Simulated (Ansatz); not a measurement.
# Σ5 (210) boundary in fcc Ag with C (interstitial): structure and resistance, part 2 of 2

Aim: the relaxed structure and the specific resistance of the Σ5 (210) boundary in fcc Ag with C (interstitial).

Ansatz 0.2.0; Ansatz plane-wave DFT, PBE, PAW files; relaxation of a bicrystal slab with its lowest layers held; PAW set soft_1 (the session's first sound run).

So far. Step 2 (Relaxing the bicrystal): The largest force component on a free atom ends at 0.0055 eV/Å, under the tolerance of 0.03, after 14 steps.

### 3. Transmission across the boundary

Bulk layers of each grain are laid under and over the relaxed boundary, and a lead is named in the middle of each, away from the free faces. The mesh across the current, 18×18, is finer than the density's, because channels open and close sharply across the zone. Energies from -0.1 to 0.1 eV in steps of 0.05 eV are too few for the program's thermal sum, so it prints no conductance; for a metal the transmission near the Fermi level serves, at a fraction of the cost.

This step: Ansatz plane-wave DFT, PBE, PAW files; ballistic transport by layer matching (Landauer), zero bias; boundary relaxed in a short slab, bulk layers laid on; PAW set soft_1 (Ansatz 0.2.0).

System of this step: Σ5 (210) boundary in fcc Ag with C (interstitial). The cell holds 48 atoms: 47 Ag and 1 C. Cell: a = 5.005 Å, b = 4.086 Å, c = 51.151 Å, α = 90.0°, β = 90.0°, γ = 65.9°. It derives from Ag. Regions: lower grain, 19 atoms (19 Ag); boundary, 14 atoms (13 Ag and 1 C); upper grain, 15 atoms (15 Ag). Vacuum lies along c.

Input file input.yaml:

```yaml
crystal:
  lattice:
    - [5.0045524935, 0.0, 0.0]
    - [1.6681841645, 3.7301731908, 0.0]
    - [0.0, 0.0, 51.1508711493]
  atoms:
    - { symbol: Ag, position: [-14.9999999996, 7.4999999997, 0.0782000367] }
    - { symbol: Ag, position: [-14.3999999997, 7.1999999998, 0.0960629211] }
    - { symbol: Ag, position: [-13.7999999997, 6.8999999998, 0.1139258054] }
    - { symbol: Ag, position: [-13.1999999997, 6.5999999998, 0.1317886898] }
    - { symbol: Ag, position: [-12.5999999997, 6.2999999998, 0.1496515742] }
    - { symbol: Ag, position: [-11.9999999997, 5.9999999998, 0.1675144586] }
    - { symbol: Ag, position: [-11.3999999997, 5.6999999998, 0.1853773429] }
    - { symbol: Ag, position: [-10.7999999997, 5.3999999998, 0.2032402273] }
    - { symbol: Ag, position: [-10.1999999998, 5.0999999998, 0.2211031117] }
    - { symbol: Ag, position: [-9.5999999998, 4.7999999998, 0.238965996] }
    - { symbol: Ag, position: [-8.9999999998, 4.4999999999, 0.2568288804] }
    - { symbol: Ag, position: [-8.3999999998, 4.1999999999, 0.2746917648] }
    - { symbol: Ag, position: [-7.7999999998, 3.8999999999, 0.2925546492] }
    - { symbol: Ag, position: [-7.1999999998, 3.5999999999, 0.3104175335] }
    - { symbol: Ag, position: [-6.5999999998, 3.2999999999, 0.3282804179] }
    - { symbol: Ag, position: [-5.9999999998, 2.9999999999, 0.3461433023] }
    - { symbol: Ag, position: [-5.3999999999, 2.6999999999, 0.3640061867] }
    - { symbol: Ag, position: [-4.7999999999, 2.3999999999, 0.381869071] }
    - { symbol: Ag, position: [-4.1999999999, 2.0999999999, 0.3997319554] }
    - { symbol: Ag, position: [0.4000000001, 0.7999999999, 0.4175948398] }
    - { symbol: Ag, position: [0.006335682, 0.496832159, 0.4367791702] }
    - { symbol: Ag, position: [0.611114864, 0.194442568, 0.4546138635] }
    - { symbol: Ag, position: [0.2166179504, 0.8916910248, 0.4733607695] }
    - { symbol: Ag, position: [0.8176224287, 0.5911887856, 0.4914085882] }
    - { symbol: Ag, position: [0.3970436828, 0.3014781586, 0.5147263123] }
    - { symbol: Ag, position: [-0.0332312479, 0.016615624, 0.5298901252] }
    - { symbol: C, position: [0.4180143371, 0.7909928315, 0.5165695377] }
    - { symbol: Ag, position: [0.5824143645, 0.7087928178, 0.5583486692] }
    - { symbol: Ag, position: [-0.0253278418, 1.0126639209, 0.5828818518] }
    - { symbol: Ag, position: [0.3716646976, 0.3141676512, 0.5969560584] }
    - { symbol: Ag, position: [-0.2398005189, 0.6199002594, 0.6162955568] }
    - { symbol: Ag, position: [0.1680870102, 0.9159564949, 0.6358205758] }
    - { symbol: Ag, position: [0.5628985392, 0.2185507304, 0.6538566977] }
    - { symbol: Ag, position: [-5.0371014608, 2.5185507304, 0.6717195821] }
    - { symbol: Ag, position: [-5.6371014608, 2.8185507304, 0.6895824665] }
    - { symbol: Ag, position: [-6.2371014608, 3.1185507304, 0.7074453508] }
    - { symbol: Ag, position: [-6.8371014608, 3.4185507304, 0.7253082352] }
    - { symbol: Ag, position: [-7.4371014608, 3.7185507304, 0.7431711196] }
    - { symbol: Ag, position: [-8.0371014608, 4.0185507304, 0.761034004] }
    - { symbol: Ag, position: [-8.6371014607, 4.3185507303, 0.7788968883] }
    - { symbol: Ag, position: [-9.2371014607, 4.6185507303, 0.7967597727] }
    - { symbol: Ag, position: [-9.8371014607, 4.9185507303, 0.8146226571] }
    - { symbol: Ag, position: [-10.4371014607, 5.2185507303, 0.8324855414] }
    - { symbol: Ag, position: [-11.0371014607, 5.5185507303, 0.8503484258] }
    - { symbol: Ag, position: [-11.6371014607, 5.8185507303, 0.8682113102] }
    - { symbol: Ag, position: [-12.2371014607, 6.1185507303, 0.8860741946] }
    - { symbol: Ag, position: [-12.8371014607, 6.4185507303, 0.9039370789] }
    - { symbol: Ag, position: [-13.4371014606, 6.7185507303, 0.9217999633] }
kpoints:
  mp_grid: { grid: [7, 7, 1] }
hamiltonian:
  xc: pbe
  pseudopotentials: { kind: paw, azcp: { folder: soft_1 } }
scf:
  occupations: { method: fermi_dirac, width: 0.1 }
output:
  transmission:
    leads: [[10, 11], [39, 40]]
    kmesh: [18, 18]
    e_range: [-0.1, 0.1]
    de: 0.05
  write_potential: true
  write_density: true
  volumetric_format: npy
  elf: true
```

Command:

```sh
ansatz run input.yaml --threads 4 --pin off --max-ram 15360MiB --backend cpu --events-out ev --progress --plain --runs-dir out
```

Numbers of over 12 decimals in the logs are rounded to 6 here.

Output:

```text
[...]
Crystal: 48 atoms, lattice volume = 954.877 Å³
Basis set: ecut = 420 eV, 18703 PW (Γ)
Bands: 539, of which v1, the nominal top of the filled ones, is band 449 counted from 1 (448 counted from 0)
Symmetry: 2 space group operations
[...]
k-points: 16 of 49 (time reversal used)
[...]
SCF iter   1: F=—  HF=-357016.823066 eV  |F-HF|=—  |Δ(HF+E_count)|=         —  Δρ=6.86e-2  dr2=6.68e1  ethr=3.10e-3  ⟨swp⟩=5.0  Hψ=25777  notcnv=0  defer=860
[...]
SCF iter  10: F=-357003.308724 eV  HF=-357003.308724 eV  |F-HF|=3.14e-9  |Δ(HF+E_count)|=   1.27e-7  Δρ=1.88e-6  dr2=2.99e-8  ethr=1.11e-11  ⟨swp⟩=11.2  Hψ=37935  notcnv=0
SCF 1 converged in 10 iterations: F = -357003.308724 eV  dr2 = 2.99e-8
[...]
transmission: 360 of 3549 steps passed
transmission: 718 of 3549 steps passed
[...]
transmission: 3549 of 3549 steps passed
WARN: The input density's exchange-correlation potential varies sharply where the density is thin. Do not read a vacuum level from v_tot or v_xc, or from such a field of the output density. On a cell that repeats whose density bears no net charge and no dipole along the vacuum's axis use v_es (v_loc + v_h of the components); under efield.dipole_correction with no amplitude use v_es + v_field, which holds any external [...]
SCF converged after 10 iterations
the last check of whether an eigenvalue changes by more than its tolerance under the output density was not made (no_room)
Free energy (F): -357003.308724 eV
[...]
Internal energy: -357002.889841 eV  (E = F + TS)
E sigma→0 (E₀):  -357003.099283 eV
Entropy (-TS):   -0.418883 eV (-8.727 meV/atom)
Fermi energy:    13.931066 eV
[...]
--- Band table (eV; the first three rows and the last of 16) ---
  k-point 0: bands = [... 445 lower, 15.4055, 15.5846, 15.6096, 15.7575, 15.7758, 15.8313, 15.9426, 16.0210, ... 86 higher]
  k-point 1: bands = [... 445 lower, 15.2456, 15.2825, 15.3545, 15.4394, 15.5061, 15.7101, 15.7582, 15.9608, ... 86 higher]
  k-point 2: bands = [... 445 lower, 14.6170, 14.6320, 14.6564, 14.7635, 14.7944, 14.9237, 14.9706, 15.0302, ... 86 higher]
  k-point 15: bands = [... 445 lower, 12.5813, 12.7082, 12.8965, 13.3012, 13.4502, 13.6072, 13.8423, 14.2126, ... 86 higher]
--- Transmission ---
  basis      : 165 plane waves across, 39 finite elements along
  points     : 91, standing for a mesh of 18 x 18
  energies   : 5 from -0.100000 to 0.100000 eV about the Fermi level, 0.050000 eV apart; the leads are filled to 0.000000 eV, and channels, transmission and decay are at 0.000000 eV
  crystal 0  : Ag3, at the sites [10, 11], period 2.7411 Å, over 18.27 Å; its Hamiltonian steps by up to 16.3 meV
    offset         : up to 0.0000 Å between an atom of the period and one for which it stands
    channels       : 2.126543e0 a spin
    conductance    : none, the energies end too early or step too widely for 300 K: set another output.transmission.e_range or a lower de, or, where they end at an eighth of basis.ecutwfc, a higher one
    slowest decay  : 0.0003 /Å at (0.0556, 0.1667)
[...]
channels       : 2.126543e0 a spin
[...]
slowest decay  : 0.0001 /Å at (0.0556, 0.1667)
  junction   : crystal 0 to crystal 1, 13.84 to 38.71 Å
    transmission   : 1.084998e0 a spin
[...]
```

Elapsed: 17 min, on 4 threads of Arm Neoverse V2, shared host; peak memory 11 GiB.

The column dr2 measures how far the density is from self-consistency, as an energy; F and HF (Harris–Foulkes) agree once it is small.

Numbers from this step:

```yaml
free_energy: -357003.3087 eV
energy_at_zero_smearing: -357003.0993 eV
fermi_energy: 13.93 eV
cell_area: 18.67 Å²
transmission_per_spin_nearest_the_fermi_level: 1.085
open_channels_per_spin_nearest_the_fermi_level: 2.127
open_channels_per_spin_upper_lead: 2.127
step_of_the_lead_s_potential: 16.3 meV
step_of_the_upper_lead_s_potential: 13.3 meV
```

Per spin. Transmission, zone mean against energy, zero at the Fermi level:

```
energy (eV)  transmission, zone mean
    -0.1000                     1.11
    -0.0500                     1.10
     0.0000                     1.08
     0.0500                     1.11
     0.1000                     1.10
```

Per spin. Table of open channels, zone mean by energy, zero at the Fermi level:

| energy (eV) | lead | upper lead |
| --- | --- | --- |
| -0.1000 | 2.13 | 2.13 |
| -0.0500 | 2.15 | 2.14 |
| 0.0000 | 2.13 | 2.13 |
| 0.0500 | 2.16 | 2.16 |
| 0.1000 | 2.15 | 2.15 |

Transmission over k1 and k2. At 0.0000 eV from the Fermi level.

Values, 12 rows by 16 columns, each cell a mean:
```
1.37 1.47 1.93 1.97 1.98 1.94 1.47 1.34 1.10 1.40 1.73 1.87 1.82 1.65 1.48 1.25
1.73 1.69 1.65 1.65 1.68 1.72 1.71 1.48 1.04 0.84 0.79 0.85 0.90 0.93 1.22 1.63
1.29 1.27 1.26 1.27 1.28 1.25 1.07 0.65 0.62 0.58 0.55 0.57 0.60 0.65 1.01 1.25
0.99 0.78 0.86 1.02 1.01 0.94 0.71 0.56 0.53 0.19 0.31 0.56 0.57 0.75 0.94 1.01
0.94 0.94 0.95 0.95 0.93 0.85 0.35 0.61 0.70 0.70 0.66 0.47 0.61 0.91 0.95 0.95
0.95 0.95 0.96 0.96 0.93 0.80 0.71 0.80 0.85 0.81 0.72 0.77 0.92 0.95 0.96 0.95
0.94 0.95 0.95 0.91 0.70 0.59 0.69 0.74 0.74 0.63 0.54 0.86 0.93 0.95 0.95 0.94
0.96 0.96 0.94 0.80 0.51 0.51 0.30 0.22 0.59 0.53 0.56 0.90 0.96 0.96 0.78 0.72
1.20 1.15 0.93 0.65 0.58 0.57 0.55 0.57 0.60 0.64 0.96 1.14 1.19 1.19 1.19 1.20
1.58 1.48 1.12 0.80 0.67 0.55 0.57 0.73 0.86 1.17 1.51 1.56 1.52 1.49 1.49 1.53
1.58 1.46 1.34 1.34 1.56 1.64 1.45 1.15 1.23 1.55 1.68 1.88 1.90 1.89 1.87 1.62
0.89 1.14 1.53 2.11 2.16 2.14 1.56 1.31 0.84 1.16 1.44 2.11 2.14 2.13 1.56 1.19
```
Columns: k1 (b1) from -0.5 to 0.444; rows upwards: k2 (b2) from -0.5 to 0.444.

Open channels over k1 and k2. At 0.0000 eV from the Fermi level.

Ten even steps from '_' (0.00) to '@' (3.00):
```
****@@@@@@@@@@******@@@@@@@@@@@@@@**
@@@@@@@@@@@@@@@@@@@@****@@@@****@@@@
@@@@@@@@@@@@@@@@@@****------****@@@@
@@@@@@@@@@@@@@@@@@------------@@@@@@
@@@@@@@@@@@@****--------------****@@
****************----____----********
**************--------------********
**************------------**********
**************----------************
************------------************
**********--------------************
**********----____----**************
@@@@****--------------****@@@@@@@@@@
@@@@@@@@------------@@@@@@@@@@@@@@@@
@@@@@@****------****@@@@@@@@@@@@@@@@
@@@@@@****@@@@****@@@@@@@@@@@@@@@@@@
****@@@@@@@@@@@@@@******@@@@@@@@@@**
******@@@@@@@@**********@@@@@@@@****
```
Columns: k1 (b1) from -0.5 to 0.444; rows upwards: k2 (b2) from -0.5 to 0.444.

Electrostatic potential energy in the cb plane at fractional x = 0.397, with atoms of Ag and C within 0.2 Å of it. With pseudopotentials it is smooth inside the atoms' cores, unlike the true potential.

Ten even steps from '0' (-15 eV) to '9' (17 eV), each cell a mean:
```
77789961001799865689841279875789999999888999
54689830540499842368600048743479999998768998
64689840430599842378710048743479999998778998
77789961002799876689852489876789999999888999
98899986557999988899865689998999877899999899
99878899999998889998510269999997311489997678
99755799999986689997112028999994021169985236
98644699999975579996026217999983054059973125
99755799999987689997201028999995011169985336
99888999899998889999621269999998412589998778
98899986446899988899876789998999888899999999
```
Columns run along c (16.0 Å, from fractional 0.36 to 0.67 of the cell; values clipped at the 3rd and 97th percentile), rows up along b (4.1 Å). Atoms in or near the plane, at fractional coordinates: Ag at (0.42, 0.80), Ag at (0.51, 0.30), C at (0.52, 0.79), Ag at (0.60, 0.31).

Valence density in the cb plane at fractional x = 0.397, with atoms of Ag and C within 0.2 Å of it. It is the smooth field of the valence electrons, not physical close to the nuclei.

Ten steps, logarithmic in the rise over the least value, from '0' (0 e/Å³) to '9' (19 e/Å³), each cell a mean:
```
22211126775210123211234421123210000001111101
33211147997311234421244432234320000011221101
33211147997311134321244432234320000011221101
22211125775210122211234321122210000001111101
11111112332101111111233321011101122110111111
11122111111111111001356531000002465410012221
11233210000112211002589741000013788621013442
11233210000123321002699851000014899731124553
11233210000112211002578741000013688621013442
11111111111111111001345421000001455310012221
11111112432101111111123321011101111110111111
```
Columns run along c (16.0 Å, from fractional 0.36 to 0.67 of the cell), rows up along b (4.1 Å). Atoms in or near the plane, at fractional coordinates: Ag at (0.42, 0.80), Ag at (0.51, 0.30), C at (0.52, 0.79), Ag at (0.60, 0.31).

ELF in the cb plane at fractional x = 0.397, with atoms of Ag and C within 0.2 Å of it. It is the smooth field of the valence electrons, not physical close to the nuclei.

Ten even steps from '0' (0.08) to '9' (0.79), each cell a mean:
```
12111124654211122212699983122211111111111111
22211136985211133312762484123311111111121111
22211135885211123312773584123311111111121111
11111124553111112212699973112211111111111111
11111112221111111101234431011111121111111111
11111111111111110001233321000001344311111211
11122111111112210002467641000013576421112332
11233211111112210012479742000013698521113442
11122111111112210001467531000013566421112332
11111111111111110001233211000001344211111111
11111112332111111101245541011111111111111111
```
Columns run along c (16.0 Å, from fractional 0.36 to 0.67 of the cell), rows up along b (4.1 Å). Atoms in or near the plane, at fractional coordinates: Ag at (0.42, 0.80), Ag at (0.51, 0.30), C at (0.52, 0.79), Ag at (0.60, 0.31).

Over the solved energies the transmission per spin lies between 1.08 and 1.11, out of 2.14 channels of the lead on average (up to 2.16).

### 4. Specific resistance

This step: Ansatz plane-wave DFT, PBE, PAW files; ballistic transport by layer matching (Landauer), zero bias; specific resistance of the boundary; PAW set soft_1 (Ansatz 0.2.0).

Numbers from this step:

- area resistance: 1.067 fΩ m²
- T over the leads' mean channel count: 0.5132

Averaged over the energies near the Fermi level, 51.3 % of the channels pass, which makes 1.07 fΩ m².

By hand, with T and the leads' channels N averaged over the energies near the Fermi level: RA = A (h/2e²)(1/T − ½[1/N₁ + 1/N₂]) = 18.67×10⁻²⁰ m² × 12 906 Ω × (1/1.099 − ½[1/2.143 + 1/2.140]) = 1.07 fΩ m².

### 5. What came out

```json
{
  "specific resistance of the boundary": "1.07 fΩ m²",
  "share of channels that pass": "0.513"
}
```

The boundary has a specific resistance of 1.1 fΩ m². The boundary reflects 49 % of the channels; 1.1 fΩ m² is 11×10⁻¹² Ω·cm². That equals the resistance of 66 nm of bulk Ag at 300 K (measured 1.629 µΩ cm, CRC Handbook of Chemistry and Physics, 84th ed., 2003, Electrical Resistivity of Pure Metals). One C in 18.7 Å² of boundary is a high coverage. In the relaxation the upper grain slid sideways by about 1.1 Å, so the result belongs to the position that it found, not to the starting one. One starting structure was relaxed; another shift or atom count at the boundary may lie lower.

[Logs are printed without paths, hosts, clocks, repeated set-up lines and the standing remarks that a program may print on its own settings, such as how far it seeks lower states.]

[Hosts, paths, dates, database ids (printed as entryN), source tags and the programs' standing remarks are cut or masked in the printed files.]
